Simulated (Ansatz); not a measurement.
# GeSb4Te7: the cost of one run

Program: Ansatz 0.2.0. Level of theory: DFT PBE, scalar-relativistic, plane waves, PAW. These are calculated values, not measurements.

2 further runs of the same task are left out: 2 set aside as unsound or not needed. Runs told in other sessions of the task aren't counted.

**1. The structure to begin with**

The structure is trigonal, space group P-3m1 (No. 164). Conventional cell: a = 4.320 Å, b = 4.320 Å, c = 24.570 Å, α = 90.00°, β = 90.00°, γ = 120.00°. Ge (site symmetry -3m) is surrounded by 6 Te at 3.02 Å. Sb (site symmetry 3m) is surrounded by 6 Te at 3.02 to 3.20 Å. Around Sb (site symmetry 3m) lie 6 Te at 3.02 to 3.21 Å. Te (site symmetry 3m) has 3 Sb at 3.02 Å in its first shell of neighbours. Te (site symmetry 3m) is surrounded by 3 Ge at 3.02 Å and 3 Sb at 3.21 Å. Te (site symmetry -3m) is surrounded by 6 Sb at 3.20 Å.

Coordinates:

```cif
data_structure
_symmetry_space_group_name_H-M 'P 1'
_symmetry_Int_Tables_number 1
_cell_length_a 4.3204
_cell_length_b 4.3204
_cell_length_c 24.5698
_cell_angle_alpha 90.000
_cell_angle_beta 90.000
_cell_angle_gamma 120.000
_cell_volume 397.17
loop_
_atom_site_label
_atom_site_type_symbol
_atom_site_fract_x
_atom_site_fract_y
_atom_site_fract_z
_atom_site_occupancy
Ge1 Ge 0.00000 0.00000 0.50000 1
Sb1 Sb 0.66667 0.33333 0.91872 1
Sb2 Sb 0.33333 0.66667 0.34882 1
Sb3 Sb 0.33333 0.66667 0.08128 1
Sb4 Sb 0.66667 0.33333 0.65118 1
Te1 Te 0.33333 0.66667 0.84920 1
Te2 Te 0.66667 0.33333 0.15080 1
Te3 Te 0.00000 0.00000 0.72043 1
Te4 Te 0.66667 0.33333 0.43103 1
Te5 Te 0.33333 0.66667 0.56897 1
Te6 Te 0.00000 0.00000 0.00000 1
Te7 Te 0.00000 0.00000 0.27957 1
```

It goes back to an entry of the Materials Project.

This cell was relaxed beforehand with the same method: volume 33.10 Å³/atom, gap on the mesh 0.37 eV.

**2. Electronic structure at the relaxed geometry**

Input file input.yaml:

```yaml
crystal:
  lattice:
    - [4.3204007202, 0.0, 0.0]
    - [-2.1602003601, 3.7415767782, 0.0]
    - [0.0, 0.0, 24.5697559598]
  atoms:
    - { symbol: Ge, position: [0.0, 0.0, 0.5] }
    - { symbol: Sb, position: [0.6666666667, 0.3333333333, 0.9187155971] }
    - { symbol: Sb, position: [0.3333333333, 0.6666666667, 0.3488175099] }
    - { symbol: Sb, position: [0.3333333333, 0.6666666667, 0.0812844029] }
    - { symbol: Sb, position: [0.6666666667, 0.3333333333, 0.6511824901] }
    - { symbol: Te, position: [0.3333333333, 0.6666666667, 0.8491992814] }
    - { symbol: Te, position: [0.6666666667, 0.3333333333, 0.1508007186] }
    - { symbol: Te, position: [0.0, 0.0, 0.7204257128] }
    - { symbol: Te, position: [0.6666666667, 0.3333333333, 0.4310324046] }
    - { symbol: Te, position: [0.3333333333, 0.6666666667, 0.5689675954] }
    - { symbol: Te, position: [0.0, 0.0, 0.0] }
    - { symbol: Te, position: [0.0, 0.0, 0.2795742872] }
basis:
  ecutwfc: 420
kpoints:
  mp_grid: { grid: [12, 12, 2] }
  band_path:
    path:
      - [[0.0, 0.0, 0.0], [0.5, 0.0, 0.0], [0.33333333, 0.33333333, 0.0], [0.0, 0.0, 0.0], [0.0, 0.0, 0.5], [0.5, 0.0, 0.5], [0.33333333, 0.33333333, 0.5], [0.0, 0.0, 0.5]]
      - [[0.5, 0.0, 0.5], [0.5, 0.0, 0.0]]
      - [[0.33333333, 0.33333333, 0.5], [0.33333333, 0.33333333, 0.0]]
    npoints: 10
hamiltonian:
  xc: pbe
scf:
  occupations: { method: gaussian, width: 0.02 }
  n_extra_bands: 30
output:
  forces: true
  stress: true
  eigenvalues: true
  populations: true
  dos: { projected: true, de: 0.02, nscf_kmesh: { grid: [18, 18, 3] } }
  bader: false
  write_density: true
  write_potential: true
  elf: true
  volumetric_format: npy
```

Started as:

```console
ansatz run input.yaml --threads 4 --pin off --max-ram 10240MiB --backend cpu --events-out ev --progress --plain --runs-dir out
```

Q: Estimate wall time and peak memory on 4 threads of Oxide Virtual Turin-like (Zen 5), shared host.

About 2.7 min, with a peak of 3.3 GiB.
